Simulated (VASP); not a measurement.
Runs of VASP 6.6.1 on V. It takes space group P6_3/mmc (No. 194, hexagonal). Conventional cell: a = 2.692 Å, b = 2.692 Å, c = 4.397 Å, α = 90.00°, β = 90.00°, γ = 120.00°. V (site symmetry -6m2) is surrounded by 12 V at 2.69 Å. This isn't the form of V at room conditions, which is bcc.

```tsv
level	potentials or basis	k mesh	mesh quality	gap on the mesh (eV)	pressure (GPa)	relaxed volume (Å³/atom)
PBE+D3(BJ)	VASP PAW PBE potentials, release 64 (V_sv)	18 × 18 × 10	not flagged	none	0.0	13.23
LDA	VASP PAW LDA potentials, release 64 (V_sv)	18 × 18 × 10	not flagged	none	0.0	12.91
PBEsol	VASP PAW PBE potentials, release 64 (V_sv)	6 × 6 × 4	coarse	none	0.0	(a)
PBE	VASP PAW PBE potentials, release 64 (V_sv)	18 × 18 × 10	not flagged	none	0.0	13.85
RPBE	VASP PAW PBE potentials, release 64 (V_sv)	18 × 18 × 10	not flagged	none	0.0	(b)
```

Alike in all rows: task relaxation of cell and atoms; no spin polarisation; cell relaxed; cutoff (eV) 600; smearing gaussian 0.1 eV.

**Question.** Estimate the missing entries.

**Answer.** (a) 13.27; (b) 14.19.

Caveats: some runs use coarse meshes; the PAW data sets were made with another functional, which shifts forces and pressure a little (some runs); pairwise dispersion overbinds metals, which lowers pressure and volume (some runs).

A k mesh can miss the band edges.

A gap of «none» marks a metal or a gap under the smearing width.

Not every run made on this cell is shown here.
